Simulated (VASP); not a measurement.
Set up this calculation in VASP 6.6.1, as the native input.

```yaml
Task: single point
Functional: PBEsol
Potentials_or_basis: VASP PAW PBE potentials, release 64 (C, H)
Cutoff: 520 eV
k_mesh: 2 × 2 × 1
Occupations: gaussian, width 0.02 eV
Spin: collinear spin, zero start
Starting_moments: "[0.0, 0.0, 0.0, 0.0, 0.0, 0.0, 0.0, 0.0, 0.0, 0.0, 0.0, 0.0, 0.0, 0.0, 0.0, 0.0, 0.0, 0.0, 0.0] μB"
Dipole_correction: no
Further_INCAR_settings: LREAL = Auto; ALGO = Normal; EDIFF = 1e-06; NBANDS = 56
```

The structure of HC18 lies in POSCAR:

```
HC18
1.0
    7.3980000000      0.0000000000      0.0000000000
   -3.6990000000      6.4068560000      0.0000000000
    0.0000000000      0.0000000000     12.0000000000
C H
18 1
Direct
   -0.0033128571     -0.0010039245      0.1015240000
    0.2244077954      0.1128531685      0.0834382500
   -0.0042657898      0.3325443868      0.0805222500
    0.2187286809      0.4430764481      0.0811405000
   -0.0042668792      0.6644930056      0.0805226667
    0.2187282797      0.7769553428      0.0811392500
    0.3311904542     -0.0000494782      0.0805249167
    0.5526109580      0.1108423539      0.0781439167
    0.3311901177      0.3325429821      0.0805271667
    0.5526110592      0.4430720778      0.0781465833
    0.3300210689      0.6656628462      0.0808223333
    0.5526074934      0.7769551868      0.0811415833
    0.6631395669     -0.0000504147      0.0805244167
    0.8828267036      0.1128553537      0.0834320000
    0.6633541421      0.3323289926      0.0778114167
    0.8848400191      0.4430717656      0.0781421667
    0.6631405491      0.6644933178      0.0805270833
    0.8828308481      0.7712756460      0.0834355000
    0.9966842068      0.9989996654      0.1960333333
```

The cell was built by a generator and needn't be a form met in nature.

One way to write it, as run:

INCAR

```
ALGO = Normal
EDIFF = 1E-6
ENCUT = 520
GGA = PS
ISIF = 2
ISMEAR = 0
ISPIN = 2
LASPH = T
LCHARG = T
LELF = T
LORBIT = 11
LREAL = Auto
LVHAR = T
LWAVE = F
MAGMOM = 0 0 0 0 0 0 0 0 0 0 0 0 0 0 0 0 0 0 0
NBANDS = 56
NELM = 150
PREC = Accurate
SIGMA = 0.02
```

KPOINTS

```
k-points
0
Gamma
  2 2 1
```

Potentials or basis: VASP PAW PBE potentials, release 64 (C, H).

The run is started by

```sh
$ cat potpaw_PBE.64/C/POTCAR potpaw_PBE.64/H/POTCAR > POTCAR
$ mpirun -np 1 vasp_std > vasp.out
```

Results of the run:

```
Largest force                                         : 0.040 eV/Å
Band gap on the k mesh                                : none (metal or under the smearing width)
Net moment                                            : 0.00 μB per cell
Valence electrons inside the program's atomic spheres : C 2.66, 2.63, 2.64, 2.65; H 0.61
```

Caveat: the k mesh is coarse (spacing up to 0.49 Å⁻¹), so the values aren't converged; the PAW data sets were made with another functional, which shifts forces and pressure a little.

It took 6.5 min on 1 thread of Intel(R) Xeon(R) 6975P-C (Granite Rapids) (shared host), peak memory 0.8 GiB.
